Ni3Si is to be squeezed until it has lost 12 % of its volume. What pressure does that take, and how much energy is stored in each atom? The known calculations reach only half that compression, but they also cover the stretched crystal. The task is to carry their trend to the two smallest volumes, 9.807 and 9.483 Å³ an atom.

Cubic Ni3Si (Cu3Au type, 4 atoms in the cell) at a series of volumes, computed with Ansatz 0.2.0: PBE, plane-wave PAW, scalar-relativistic, no spin polarisation, cutoff 420 eV, k mesh 12×12×12, Gaussian smearing of 0.1 eV. Energies count from the minimum of a third-order Birch-Murnaghan fit; pressures come from the stress computed at each volume.

```
volume per atom (Å³/atom)  energy over minimum (meV/atom)  pressure (GPa)
                    9.483                               ?               ?
                    9.807                               ?               ?
                    10.13                            29.1           15.32
                   10.453                             6.8            7.01
                   10.776                             0.0            0.01
                     11.1                             6.1           -5.88
                   11.423                            23.1          -10.82
                   11.854                            59.8          -16.20
```

The crystal has the structure of Cu3Au: each silicon atom has twelve nickel neighbours. Energy over minimum is the cost of moving the crystal away from its preferred volume. A positive pressure means that the crystal is being squeezed, a negative one that it is being pulled apart. The known energies form a lopsided well: the rows at 10.13 and 11.423 Å³ lie almost equally far from the minimum, yet the compressed one costs 29.1 meV an atom and the stretched one 23.1.

The pressures show the same stiffening more directly. Between the two most stretched rows, taking away 1 Å³ an atom would raise the pressure by about 12 GPa. Between the two most compressed known rows the same step would raise it by about 26 GPa. The crystal's resistance to a further change of volume has thus doubled across the known range.

Two limiting cases make it plausible that the well leans this way. If the atoms are pulled far apart, the bonds let go, the energy levels off and the restoring force fades. If they are pushed ever closer, their closed shells overlap and the electrons are confined to less space, so that their kinetic energy rises faster than bonding can repay. The crystal sits between a soft side and a hard side, and each step inward meets more resistance than the last. This is a general argument about solids; the table shows the stiffening itself, not its division into bonding and repulsion.

The simplest description ignores all this and lets the pressure rise in proportion to the volume removed, like a spring of fixed strength. The printed analysis calls this the constant modulus, although the bulk modulus proper, the rise in pressure per fraction of the current volume removed, then falls on compression. The spring fails in the limit of vanishing volume, where the pressure would stop at a finite value. One way to do better is to use a measure of strain that grows without bound on compression and saturates on expansion. The Eulerian strain f does both:

f = [(V0/V)^(2/3) − 1]/2

Here V is the volume per atom and V0 its value at zero pressure. The energy E is then written as a square term in f with a cubic correction, and its slope with respect to volume, with the sign reversed, gives the pressure P. The result is the third-order Birch-Murnaghan equation:

E = (9/2) V0 B0 f² [1 + (B′ − 4) f]

P = 3 B0 f (1 + 2f)^(5/2) [1 + (3/2)(B′ − 4) f]

B0 is the bulk modulus at zero pressure, and B′ tells how fast the modulus rises with pressure. Fitted to the six known pressures, the equation gives B0 = 213.5 GPa and B′ = 4.8. The first 10 GPa of pressure therefore add a little under 48 GPa to the modulus, more than a fifth of its starting value. The same constants reproduce the known energies to about 0.1 meV an atom, although no energy entered this fit.

The stretched rows help to fix B′, and they are also where the calculation is least secure. Spin was switched off, and stretching narrows the d bands of nickel, which favours magnetic moments. Whether a magnetic state lies lower was not tested at any volume. The forecast therefore concerns the crystal as calculated, without spin.

The energy at 9.483 Å³, a row outside the fit, can be worked out by hand. With V0 = 10.776 Å³, where the pressure is practically zero, the steps are:

f = [(10.776/9.483)^(2/3) − 1]/2 = 0.0445

V0 B0 = 10.776 Å³ × 213.5 GPa ÷ 160.2 GPa per eV/Å³ = 14.36 eV

square term: 4.5 × 14.36 eV × 0.0445² = 0.128 eV

with the cubic correction: 0.128 eV × (1 + 0.79 × 0.0445) = 0.132 eV

The cubic correction adds only about 4 meV. Most of the stiffening is already contained in the choice of strain, because f grows more than in proportion to the fraction of volume removed. For a similar metal with B′ near 4, V0 and B0 alone would therefore give a fair first estimate.

The forecasts are the equation's own values:

At 9.807 Å³: about 25 GPa, ± 0.5, and about 70 meV an atom, ± 1.
At 9.483 Å³: about 37 GPa, ± 1, and about 132 meV an atom, ± 2.

Both quantities should lie well above those of the constant spring, which gives 25.6 GPa and 103 meV at the smaller volume. The error bars are a judgement, not a statistical result. They are about twice the difference from the Murnaghan equation, or wider; that equation lets the modulus rise in strict proportion to the added pressure. It fits the known pressures to a few hundredths of a GPa, which is close, but its typical misfit is about six times that of the Birch-Murnaghan equation.

The forecast is blind only if the known pressures carry no trace of the hidden rows. They would carry one if they had been read off a curve fitted to all the energies. Here each pressure is instead the stress computed in the run at that one volume. A separate fit to the known energies alone offers a second road to the hidden energies. Apart from the common zero of energy it owes nothing to the hidden rows either, and its forecasts agree with those above to within 0.3 meV an atom.

The withheld rows as computed:

```
volume per atom (Å³/atom)  energy over minimum (meV/atom)  pressure (GPa)
                    9.483                           131.9           36.94
                    9.807                            69.6           25.19
```

All four values fall inside their ranges. At 9.483 Å³ the forecast is too high by 0.2 GPa and 0.5 meV an atom, about half a per cent of the computed values or less. At 9.807 Å³ the misses are smaller still, 0.05 GPa and 0.1 meV. The error bars were generous, which is reasonable for an extrapolation to twice the known compression.

The constant spring fails clearly. At 9.483 Å³ its pressure falls short by 36.9 − 25.6 = 11.3 GPa, nearly a third of the computed value, and its energy by about a fifth. The energy suffers less because it sums the pressure over the whole path, including the early part where the spring is still adequate.

The Murnaghan equation also stays within the error bar, but it overshoots the pressure at 9.483 Å³ by 0.7 GPa, about four times as much as the Birch-Murnaghan equation. Extreme compression suggests why. There the electrons approach a free gas, whose pressure grows as V^(−5/3), and B′ must sink towards 5/3. The Murnaghan equation holds B′ at its starting value for ever, whereas the Birch-Murnaghan equation lets it sink, though only towards 3.

By this argument both equations should end up too stiff, the Murnaghan equation more so, and that is the order of the misses. The limit itself lies far beyond a compression of 12 %, so it makes the direction of the error plausible but neither proves it nor gives its size. It was brought in after the values were known and was no part of the forecast.

The energies test more than the equation. Stress and energy are separate outputs of each run, yet constants fitted to the known pressures alone foretold the hidden energies to about 0.5 meV an atom. For that to work, the computed stress must match the slope of the energy with volume. A plane-wave basis that is too small can spoil this match, so comparing the two is a useful check on any equation of state.

The test covers one way of deforming the crystal. Cubic symmetry was kept and fixes every atom to its site, so only the lattice constant could change. A distortion that lowers the energy under pressure would have gone unseen. Zero-point motion and heat are also left out, and both would shift the pressure needed to hold a real sample at a given volume.

The printed analysis below gives the fits and each miss. What stays open is the origin of the slight softness at the smallest volume. It may be a true fall of B′ with compression, faster than the equation contains, or it may come partly from the finite plane-wave basis and k mesh. Repeating all the rows with a higher cutoff and a denser mesh, and fitting them afresh, would help to separate the two.

Numerical output:

```
fit of pressure on 6 rows: coefficient of 1.5*((s/volume)**(7/3)-(s/volume)**(5/3)) 213.5 +/- 0.044, coefficient of 1.5*((s/volume)**(7/3)-(s/volume)**(5/3))*((s/volume)**(2/3)-1) 126.4 +/- 0.91, s 10.78; rms 0.00366, worst 10.453 -0.00773, leave-one-out rms 0.0109
  rows outside the fit (model, value, miss): 9.483 37.12, 36.94, 0.183; 9.807 25.24, 25.19, 0.0507
fit of pressure on 6 rows: coefficient of (V0/volume)**s - 1 43.83 +/- 0.047, s 4.85; rms 0.0229, worst 11.423 0.0325, leave-one-out rms 0.0727
  rows outside the fit (model, value, miss): 9.483 37.67, 36.94, 0.726; 9.807 25.41, 25.19, 0.222
fit of energy_over_minimum on 6 rows: coefficient of ((s/volume)**(2/3)-1)**2 16152 +/- 12, coefficient of ((s/volume)**(2/3)-1)**3 6057 +/- 209, s 10.78; rms 0.0249, worst 10.453 0.0566, leave-one-out rms 0.14
  rows outside the fit (model, value, miss): 9.483 132.2, 131.9, 0.255; 9.807 69.61, 69.6, 0.00679
Bulk modulus at zero pressure, GPa: 213.5
Pressure derivative of the bulk modulus: 4.789
Pressure rise per Å³ an atom removed, 11.854 to 11.423 Å³, GPa: 12.48
Pressure rise per Å³ an atom removed, 10.453 to 10.13 Å³, GPa: 25.73
Largest energy mismatch in visible rows, meV/atom: 0.0944
Forecast pressure at 9.483 and 9.807 Å³, GPa: 37.12, 25.24
Judged error bar of pressure, GPa: 1, 0.5
Forecast energy at 9.483 and 9.807 Å³, meV/atom: 132.4, 69.72
Judged error bar of energy, meV/atom: 2, 1
Murnaghan less Birch-Murnaghan pressure, GPa: 0.5433, 0.1714
Murnaghan less Birch-Murnaghan energy, meV/atom: 0.8065, 0.1314
Constant-modulus pressure, GPa: 25.62, 19.21
Constant-modulus energy, meV/atom: 103.4, 58.12
Computed energy, meV/atom: 131.9, 69.6
Forecast less computed energy, meV/atom: 0.5202, 0.1213
```
